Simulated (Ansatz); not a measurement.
Crystal: HBr.

```
Br H
1.0
     0.00000    2.82000    3.03150
     2.77750    0.00000    3.03150
     2.77750    2.82000    0.00000
Br H
1 1
Direct
  0.50000 0.50000 0.50000
  0.00000 0.00000 0.00000
```

* Program: Ansatz 0.2.0
* Task: relaxation of cell and atoms
* Functional: PBEsol
* Potentials or basis: Ansatz PAW
* Cutoff: 420 eV (not typed: the program's choice for these potentials)
* k mesh: 8 × 8 × 8
* Occupations: fermi-dirac, width 0.05 eV
* Spin: no spin polarisation

At the start: volume 23.74 Å³/atom.

Question: How do energy, volume and symmetry change on relaxing?

Answer: It ends after 25 steps and the volume is 24.85 Å³/atom (+4.7 %); space group I4/mmm (No. 139, to 0.05 Å).

Step by step:
| step | energy change (eV) | largest force (eV/Å) | volume (Å³) |
| --- | --- | --- | --- |
| 1 | 0.0000 | 0.0000 | 47.49 |
| 2 | -0.3134 | 0.0000 | 42.17 |
| 3 | -0.5938 | 0.0000 | 37.83 |
| 4 | -0.8350 | 0.0000 | 34.39 |
| 5 | -1.0339 | 0.0000 | 31.75 |
| 6 | -1.2158 | 0.0000 | 29.92 |
| 7 | -1.4289 | 0.0000 | 28.53 |
| 8 | -1.6584 | 0.0000 | 27.49 |
| 9 | -1.8670 | 0.0000 | 27.97 |
| 10 | -1.9881 | 0.0000 | 30.09 |
| 11 | -2.0728 | 0.0000 | 32.44 |
| 12 | -2.1300 | 0.0000 | 34.71 |
| 13 | -2.1735 | 0.0000 | 36.91 |
| 14 | -2.1935 | 0.0000 | 39.87 |
| 15 | -2.2019 | 0.0000 | 42.01 |
| 16 | -2.2026 | 0.0000 | 41.72 |
| 17 | -2.2214 | 0.0000 | 41.72 |
| 18 | -2.2282 | 0.0000 | 43.68 |
| 19 | -2.2324 | 0.0000 | 46.56 |
| 20 | -2.2327 | 0.0000 | 47.47 |
| 21 | -2.2326 | 0.0000 | 48.34 |
| 22 | -2.2353 | 0.0000 | 48.34 |
| 23 | -2.2353 | 0.0000 | 49.24 |
| 24 | -2.2352 | 0.0000 | 49.70 |
| 25 | -2.2356 | 0.0000 | 49.70 |

Final structure:
```
Br H
1.0
     0.00000    3.85194    3.85892
     1.67191    0.00000    3.85892
     1.67191    3.85194    0.00000
Br H
1 1
Cartesian
  1.6719 3.8519 3.8589
  0.0000 0.0000 0.0000
```

Caveat: the plane-wave basis is chosen anew once the cell has moved, so the energies of steps on either side of that aren't comparable; the PAW data sets come from PBE, with cores solved anew for the run's functional, which leaves a small shift of forces and pressure.
